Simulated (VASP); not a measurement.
# InP (F-43m) in VASP: settings compared

InP is run at these levels: PBE+D4, revPBE; tasks: single point.

Program: VASP 6.6.1. These are calculated values, not measurements. Logs are shortened: lines on timing, memory, paths and dates and some standing lists are left out, and cuts for length are marked.

**The experiment to reproduce.**

From a printed reference work, data compilation, for a bulk crystal of InP at 1.6 K: band gap 1.4236 eV (direct).

The runs below are set against these values where they give the same quantity.

## 1. The cell of the first run

The structure is cubic, space group F-43m (No. 216). The conventional cell has a = 5.938 Å, b = 5.938 Å, c = 5.938 Å, α = 90.00°, β = 90.00°, γ = 90.00°. Within 3.4 Å of In (site symmetry -43m) lie 4 P at 2.57 Å. P (site symmetry -43m) has 4 In at 2.57 Å within 3.4 Å.

## 2. Single point, PBE+D4

Input file INCAR:

```
SYSTEM = InP
PREC = Accurate ; ENCUT = 520
EDIFF = 1E-6 ; ISMEAR = -1
SIGMA = 0.05 ; LREAL = .False.
LASPH = .True. ; NELM = 60
ALGO = Normal ; ISIF = 2
LWAVE = .False. ; LCHARG = .False.
GGA = PE ; IVDW = 13
NBANDS = 16
```

Input file KPOINTS:

```
Automatic mesh
0
Gamma
  8 8 8
  0 0 0
```

Input file POSCAR:

```
InP
1.0
    0.0000000000      2.9690636329      2.9690636329
    2.9690636329      0.0000000000      2.9690636329
    2.9690636329      2.9690636329      0.0000000000
In P
1 1
Direct
    0.0000000000      0.0000000000      0.0000000000
    0.7500000000      0.7500000000      0.7500000000
```

Potentials or basis: VASP PAW PBE potentials, release 64 (In_d, P).

Launch:

```sh
$ cat potpaw_PBE.64/In_d/POTCAR potpaw_PBE.64/P/POTCAR > POTCAR
$ mpirun -np 1 vasp_std > vasp.out
```

OUTCAR:

```text
SYSTEM = InP
   PREC = Accurate
   ENCUT = 520
   EDIFF = 1E-6
   ISMEAR = -1
   LREAL = .False.
   LASPH = .True.
   NELM = 60
   ISIF = 2
   GGA = PE
   IVDW = 13

 ion  position               nearest neighbor table
   1  0.000  0.000  0.000-   2 2.57   2 2.57   2 2.57   2 2.57
   2  0.750  0.750  0.750-   1 2.57   1 2.57   1 2.57   1 2.57

  LATTYP: Found a face centered cubic cell.
 ALAT       =     5.9381272658

  Lattice vectors:

 A1 = (   0.0000000000,   2.9690636329,   2.9690636329)
 A2 = (   2.9690636329,   0.0000000000,   2.9690636329)
 A3 = (   2.9690636329,   2.9690636329,   0.0000000000)

Analysis of symmetry for initial positions (statically):
=====================================================================
 Subroutine PRICEL returns:
 Original cell was already a primitive cell.

 Routine SETGRP: Setting up the symmetry group for a
 face centered cubic supercell.

 Subroutine GETGRP returns: Found 24 space group operations
 (whereof 24 operations were pure point group operations)
 out of a pool of 48 trial point group operations.

The static configuration has the point symmetry T_d .

Analysis of symmetry for dynamics (positions and initial velocities):
=====================================================================
 Subroutine PRICEL returns:
 Original cell was already a primitive cell.

 Routine SETGRP: Setting up the symmetry group for a
 face centered cubic supercell.

 Subroutine GETGRP returns: Found 24 space group operations
 (whereof 24 operations were pure point group operations)
 out of a pool of 48 trial point group operations.

The dynamic configuration has the point symmetry T_d .

 Subroutine INISYM returns: Found 24 space group operations
 (whereof 24 operations are pure point group operations),
 and found     1 'primitive' translations

----------------------------------------------------------------------------------------

                                     Primitive cell

  volume of cell :      52.3466

  direct lattice vectors                    reciprocal lattice vectors
     0.000000000  2.969063633  2.969063633    -0.168403262  0.168403262  0.168403262
     2.969063633  0.000000000  2.969063633     0.168403262 -0.168403262  0.168403262
     2.969063633  2.969063633  0.000000000     0.168403262  0.168403262 -0.168403262

  length of vectors
     4.198890057  4.198890057  4.198890057     0.291683005  0.291683005  0.291683005

  position of ions in fractional coordinates (direct lattice)
     0.000000000  0.000000000  0.000000000
     0.750000000  0.750000000  0.750000000

  ion indices of the primitive-cell ions
   primitive index   ion index
                 1           1
                 2           2

----------------------------------------------------------------------------------------

 KPOINTS: Automatic mesh

Automatic generation of k-mesh.
 Grid dimensions read from file:
 generate k-points for:    8    8    8

 Generating k-lattice:

  Cartesian coordinates                     Fractional coordinates (reciprocal lattice)
    -0.021050408  0.021050408  0.021050408     0.125000000  0.000000000  0.000000000
     0.021050408 -0.021050408  0.021050408     0.000000000  0.125000000  0.000000000
     0.021050408  0.021050408 -0.021050408     0.000000000  0.000000000  0.125000000

  Length of vectors
     0.036460376  0.036460376  0.036460376

  Shift w.r.t. Gamma in fractional coordinates (k-lattice)
     0.000000000  0.000000000  0.000000000

 Subroutine IBZKPT returns following result:
 ===========================================

 Found     29 irreducible k-points:

 Following reciprocal coordinates:
            Coordinates               Weight
  0.000000  0.000000  0.000000      1.000000
  0.125000  0.000000  0.000000      8.000000
  0.250000  0.000000  0.000000      8.000000
  0.375000  0.000000  0.000000      8.000000
  0.500000  0.000000  0.000000      4.000000
  0.125000  0.125000  0.000000      6.000000
[... 16 lines left out ...]
  0.500000  0.250000  0.125000     48.000000
 -0.375000  0.250000  0.125000     24.000000
 [... further k-points ...]
   k-points           NKPTS =     29   k-points in BZ     NKDIM =     29   number of bands    NBANDS=     16
   number of dos      NEDOS =    301   number of ions     NIONS =      2
   total plane-waves  NPLWV =  32768
   dimension x,y,z NGX =    32 NGY =   32 NGZ =   32
   dimension x,y,z NGXF=    64 NGYF=   64 NGZF=   64
   ions per type =               1   1
   NGX,Y,Z   is equivalent  to a cutoff of  12.67, 12.67, 12.67 a.u.
   NGXF,Y,Z  is equivalent  to a cutoff of  25.34, 25.34, 25.34 a.u.
 SYSTEM =  InP
   PREC   = accura    normal or accurate (medium, high low for compatibility)
   ISTART =      0    job   : 0-new  1-cont  2-samecut
   ICHARG =      2    charge: 1-file 2-atom 10-const
   ISPIN  =      1    spin polarized calculation?
   LNONCOLLINEAR =      F non collinear calculations
   LSORBIT =      F    spin-orbit coupling
   LASPH  =      T    aspherical Exc in radial PAW
   ENCUT  =  520.0 eV  38.22 Ry    6.18 a.u.   7.81  7.81  7.81*2*pi/ulx,y,z
   NELM   =     60;   NELMIN=  2; NELMDL= -5     # of ELM steps
   EDIFF  = 0.1E-05   stopping-criterion for ELM
   LREAL  =      F    real-space projection
   EDIFFG = 0.1E-04   stopping-criterion for IOM
   NSW    =      0    number of steps for IOM
   IBRION =     -1    ionic relax: 0-MD 1-quasi-New 2-CG
   NFREE  =      0    steps in history (QN), initial steepest desc. (CG)
   ISIF   =      2    stress and relaxation
   ISYM   =      2    0-nonsym 1-usesym 2-fastsym
   POTIM  = 0.5000    time-step for ionic-motion
   TEBEG  =    0.0;   TEEND  =   0.0 temperature during run
   PSTRESS=    0.0 pullay stress
   NELECT =      18.0000    total number of electrons
   NUPDOWN=      -1.0000    fix difference up-down
   EMIN   =  10.00;   EMAX   =-10.00  energy-range for DOS
   EFERMI =   0.00;   METHOD = LEGACY
   ISMEAR =    -1;   SIGMA  =   0.05  broadening in eV -4-tet -1-fermi 0-gaus
   EFERMI_NEDOS =   21; number of points for ismear=-14 and -15
   IALGO  =     38    algorithm
   IMIX   =      4    mixing-type and parameters
     AMIX     =   0.40;   BMIX     =  1.00
     AMIX_MAG =   1.60;   BMIX_MAG =  1.00
  volume/ion in A,a.u.               =      26.17       176.63
  Fermi-wavevector in a.u.,A,eV,Ry     =   1.146928  2.167380 17.897701  1.315444
  Thomas-Fermi vector in A             =   2.283610
   LORBIT       =      0    0 simple, 1 ext, 2 COOP (PROOUT), +10 PAW based schemes
   GGA     = PE    functional components
   LHFCALC =     F    Hartree Fock is set to
   AEXX    =    0.0000 exact exchange contribution
   IVDW    =    13    specifies the selected vdW correction
   LEPSILON=     F    determine dielectric tensor
   LRPA    =     F    only Hartree local field effects (RPA)
 non-spin polarized calculation
  energy-cutoff  :      520.00
  volume of cell :       52.35
 maximum number of plane-waves:      1424
   NGX = 15   NGY = 15   NGZ = 15

 number of electron      18.0000007 magnetization

 Free energy of the ion-electron system (eV)
  ---------------------------------------------------
  ext. energy  EPLUGINS =         0.00000000
  ---------------------------------------------------
  free energy    TOTEN  =        -8.40510222 eV

  energy without entropy =       -8.40507009  energy(sigma->0) =       -8.40508616

 E-fermi :   5.0505     XC(G=0):  -9.1102

 val. band max:        4.7691113958   @ k =   0.0000   0.0000   0.0000
 cond. band min:       5.2667894239   @ k =   0.0000   0.0000   0.0000
 fundamental gap:      0.4976780281
 Fermi energy:         5.0504740249

 k-point     1 :       0.0000    0.0000    0.0000
  band No.  band energies     occupation
      1      -9.3446      2.00000
      2      -9.3446      2.00000
      3      -9.3446      2.00000
      4      -9.2113      2.00000
      5      -9.2113      2.00000
      6      -6.4868      2.00000
[... 8 lines left out ...]
     15      14.1555      0.00000
     16      14.1555      0.00000

 k-point     2 :       0.1250    0.0000    0.0000
  band No.  band energies     occupation
      1      -9.3605      2.00000
      2      -9.3381      2.00000
      3      -9.3381      2.00000
      4      -9.2112      2.00000
      5      -9.2112      2.00000
      6      -6.3194      2.00000
[... 8 lines left out ...]
     15      13.5415      0.00000
     16      13.9423      0.00000

 k-point     3 :       0.2500    0.0000    0.0000
  band No.  band energies     occupation
      1      -9.3972      2.00000
      2      -9.3242      2.00000
      3      -9.3242      2.00000
      4      -9.2089      2.00000
      5      -9.2089      2.00000
      6      -5.8527      2.00000
[... 8 lines left out ...]
     15      13.3214      0.00000
     16      13.8259      0.00000

 k-point     4 :       0.3750    0.0000    0.0000
  band No.  band energies     occupation
      1      -9.4321      2.00000
      2      -9.3137      2.00000
      3      -9.3137      2.00000
      4      -9.2030      2.00000
      5      -9.2030      2.00000
      6      -5.2344      2.00000
[... 8 lines left out ...]
     15      14.2139      0.00000
     16      14.2139      0.00000
[... 324 lines left out ...]
 k-point    22 :       0.3750    0.2500    0.1250
  band No.  band energies     occupation
      1      -9.4307      2.00000
      2      -9.3073      2.00000
      3      -9.3017      2.00000
      4      -9.2241      2.00000
      5      -9.1980      2.00000
      6      -5.4648      2.00000
[... 8 lines left out ...]
     15      14.8519      0.00000
     16      16.2165      0.00000

 k-point    23 :       0.5000    0.2500    0.1250
  band No.  band energies     occupation
      1      -9.4515      2.00000
      2      -9.3026      2.00000
      3      -9.2891      2.00000
      4      -9.2207      2.00000
      5      -9.1977      2.00000
      6      -4.9008      2.00000
[... 8 lines left out ...]
     15      15.4424      0.00000
     16      16.0618      0.00000

 k-point    24 :      -0.3750    0.2500    0.1250
  band No.  band energies     occupation
      1      -9.4591      2.00000
      2      -9.3021      2.00000
      3      -9.2847      2.00000
      4      -9.2156      2.00000
      5      -9.1998      2.00000
      6      -4.5931      2.00000
[... 8 lines left out ...]
     15      15.3694      0.00000
     16      15.9500      0.00000

 [... further k-points ...]

------------------------ aborting loop because EDIFF is reached ----------------------------------------

  DFT-D4 for vdW energy calculation

  Edisp (eV):   -0.64647

  FORCE on cell =-STRESS in cart. coord.  units (eV):
  Direction    XX          YY          ZZ          XY          YZ          ZX
  --------------------------------------------------------------------------------------
  -------------------------------------------------------------------------------------
  Total      -0.49703    -0.49703    -0.49703     0.00000     0.00000    -0.00000
  in kB     -15.21265   -15.21265   -15.21265     0.00000     0.00000    -0.00000
  external pressure =      -15.21 kB  Pullay stress =        0.00 kB

 VOLUME and BASIS-vectors are now :
 -----------------------------------------------------------------------------
  energy-cutoff  :      520.00
  volume of cell :       52.35
      direct lattice vectors                 reciprocal lattice vectors
     0.000000000  2.969063633  2.969063633    -0.168403262  0.168403262  0.168403262
     2.969063633  0.000000000  2.969063633     0.168403262 -0.168403262  0.168403262
     2.969063633  2.969063633  0.000000000     0.168403262  0.168403262 -0.168403262

 POSITION                                       TOTAL-FORCE (eV/Angst)
 -----------------------------------------------------------------------------------
      0.00000      0.00000      0.00000        -0.000000     -0.000000     -0.000000
      4.45360      4.45360      4.45360         0.000000      0.000000      0.000000
 -----------------------------------------------------------------------------------
    total drift:                                0.000000      0.000000      0.000000

  FREE ENERGIE OF THE ION-ELECTRON SYSTEM (eV)
  ---------------------------------------------------
  free  energy   TOTEN  =        -9.0515714132 eV

  energy  without entropy=       -9.0515392835  energy(sigma->0) =       -9.05155535
```

Run time: 19 s. Hardware: 1 thread of AMD EPYC 7R13 (Zen 3), shared host; peak memory 0.15 GiB.

Results:

```yaml
Free_energy: -9.0516 eV
Pressure: -1.5 GPa
Band_gap_on_the_k_mesh: 0.50 eV, direct
Dispersion_energy_per_atom: -0.323 eV
```

Levels at points of the mesh, in eV from the valence-band top:
```
           k point  band 5  band 6  band 7  band 8  band 9  band 10  band 11  band 12  band 13  band 14
(0.00, 0.00, 0.00)  -13.98  -11.26    0.00    0.00    0.00     0.50     4.09     4.09     4.09     8.40
(0.50, 0.00, 0.00)  -13.97   -9.66   -5.53   -0.92   -0.92     1.41     4.81     4.81     7.02     9.30
(0.50, 0.50, 0.00)  -13.95   -9.05   -5.58   -2.19   -2.19     1.83     2.27     8.97     9.33     9.33
```

Caveat: spin-orbit coupling is left out, which moves the levels of the heavy elements.

## 3. Single point, revPBE

This run uses another cell than the first one, of 25.67 Å³/atom, 0.981 times its volume.

Input file INCAR:

```
SYSTEM = InP
PREC     = Accurate       ! precision mode
ENCUT    = 520            ! plane-wave cutoff, eV
EDIFF    = 1E-7           ! SCF threshold, eV
ISMEAR   = -1             ! smearing method
SIGMA    = 0.05           ! smearing width, eV
LREAL    = .FALSE.        ! projectors in reciprocal space
LASPH    = .TRUE.         ! aspherical terms in the spheres
NELM     = 100            ! most SCF steps
ALGO     = Normal         ! electronic algorithm
ISIF     = 2              ! what is computed and relaxed
LWAVE    = .FALSE.        ! write WAVECAR
LCHARG   = .FALSE.        ! write CHGCAR
GGA      = RE             ! functional
NBANDS   = 16             ! bands
```

Input file KPOINTS:

```
regular mesh
0
G
  8 8 8
  0 0 0
```

Input file POSCAR:

```
InP
1.0
    0.0000000000      2.9499078504      2.9499078504
    2.9499078504      0.0000000000      2.9499078504
    2.9499078504      2.9499078504      0.0000000000
In P
1 1
Direct
    0.0000000000      0.0000000000      0.0000000000
    0.7500000000      0.7500000000      0.7500000000
```

Potentials or basis: VASP PAW PBE potentials, release 64 (In_d, P).

Launch:

```sh
$ cat potpaw_PBE.64/In_d/POTCAR potpaw_PBE.64/P/POTCAR > POTCAR
$ mpirun -np 1 vasp_std > vasp.out
```

Run time: 22 s. Hardware: 1 thread of AMD EPYC 7R13 (Zen 3), shared host; peak memory 0.15 GiB.

Results (log left out):

```yaml
Free_energy: -7.8157 eV
Pressure: 3.2 GPa
Band_gap_on_the_k_mesh: 0.70 eV, direct
```

Levels at points of the mesh, in eV from the valence-band top:
```
           k point  band 6  band 7  band 8  band 9  band 10  band 11  band 12  band 13
(0.00, 0.00, 0.00)  -11.36    0.00    0.00    0.00     0.70     4.12     4.12     4.12
(0.50, 0.00, 0.00)   -9.71   -5.59   -0.94   -0.94     1.53     4.84     4.84     7.18
(0.50, 0.50, 0.00)   -9.08   -5.63   -2.24   -2.24     1.88     2.33     9.20     9.51
```

Caveat: the PAW data sets were made with another functional, which shifts forces and pressure a little; spin-orbit coupling is left out, which moves the levels of the heavy elements.

[end of part 1 of 2]
